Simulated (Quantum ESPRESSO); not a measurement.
Crystal: CdSe.

```
Cd Se
1.0
     3.55686    0.00000    0.00000
     0.00000    3.55686    0.00000
     0.00000    0.00000    3.55686
Cd Se
1 1
Direct
  0.50000 0.50000 0.50000
  0.00000 0.00000 0.00000
```

The cell was built by a generator and needn't be a form met in nature.

* Program: Quantum ESPRESSO 7.5
* Task: single point
* Functional: PBE
* Potentials or basis: SSSP 1.3 efficiency PBE
* Cutoff: 816 eV
* Density cutoff: 6531 eV
* k mesh: 8 × 8 × 8
* Occupations: fermi-dirac, width 0.05 eV
* Spin: no spin polarisation

On this cell: pressure 0.0 GPa; largest force zero by symmetry; band gap on the k mesh none (metal or under the smearing width).

The same run follows on a disturbed copy (atoms moved at random, drawn with an rms of 0.05 Å):

```
CELL_PARAMETERS angstrom
3.55686 0.00000 0.00000
0.00000 3.55686 0.00000
0.00000 0.00000 3.55686
ATOMIC_POSITIONS crystal
Cd 0.50365 0.49528 0.50576
Se 0.99472 0.00497 0.98673
```

Question: What changes?

Answer: The energy (extrapolated to zero smearing) moves by -0.1 meV/atom; pressure 0.1 GPa; largest force 0.003 eV/Å; band gap on the k mesh none (metal or under the smearing width).

Forces on the atoms (eV/Å):
```
Cd   0.001 -0.001  0.003
Se  -0.001  0.001 -0.003
```

Stress tensor (GPa, compression positive):
```
 0.14 -0.03  0.05
-0.03  0.13 -0.06
 0.05 -0.06  0.11
```
